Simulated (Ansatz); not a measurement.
Wanted: the native input for an Ansatz 0.2.0 run.

```
Task                : single point
Functional          : PBE
Potentials or basis : Ansatz PAW
Cutoff              : 420 eV (not typed: the program's choice for these potentials)
k mesh              : 7 × 7 × 6
Occupations         : gaussian, width 0.023 eV
Spin                : no spin polarisation
```

Crystal: SnO.

```xyz
4
Lattice="3.8137 0.0000 0.0000 0.0000 3.8137 0.0000 0.0000 0.0000 4.8869" Properties=species:S:1:pos:R:3 pbc="T T T"
Sn    1.9068    0.0000    3.7367
Sn    0.0000    1.9068    1.1503
O     0.0000    0.0000    0.0000
O     1.9068    1.9068    0.0000
```

The cell is a database's computed one.

These files were run (other wordings do the same):

input.yaml

```yaml
crystal:
  lattice:
    - [3.81369522, 0.0, 0.0]
    - [0.0, 3.81369522, 0.0]
    - [0.0, 0.0, 4.8869133]
  atoms:
    - { symbol: Sn, position: [0.5, 0.0, 0.76462614] }
    - { symbol: Sn, position: [0.0, 0.5, 0.23537386] }
    - { symbol: O, position: [0.0, 0.0, 0.0] }
    - { symbol: O, position: [0.5, 0.5, 0.0] }
hamiltonian:
  xc: pbe
  pseudopotentials: { kind: paw }
kpoints:
  mp_grid: { grid: [7, 7, 6] }
scf:
  occupations: { method: gaussian, width: 0.023 }
output:
  forces: true
  stress: true
  eigenvalues: true
```

Potentials or basis: Ansatz PAW.

Launch:

```sh
$ ansatz run input.yaml --threads 2 --pin off --max-ram 5632MiB --backend cpu --events-out ev --progress --plain --runs-dir out
```

It gave:

* Pressure: 3.6 GPa
* Largest force: 0.370 eV/Å
* Band gap on the k mesh: 0.37 eV, indirect (least direct gap 2.07 eV)

Caveat: odd divisions of the mesh miss points on the zone boundary, where band edges often lie, so the gap on the mesh can be too wide; the pressure holds a Pulay correction of +0.5 GPa for the finite cutoff; spin-orbit coupling is left out, which moves the levels of the heavy elements.

Wall time 1.8 s on 2 threads of Arm Neoverse V2, on a shared host, peak memory 0.35 GiB.
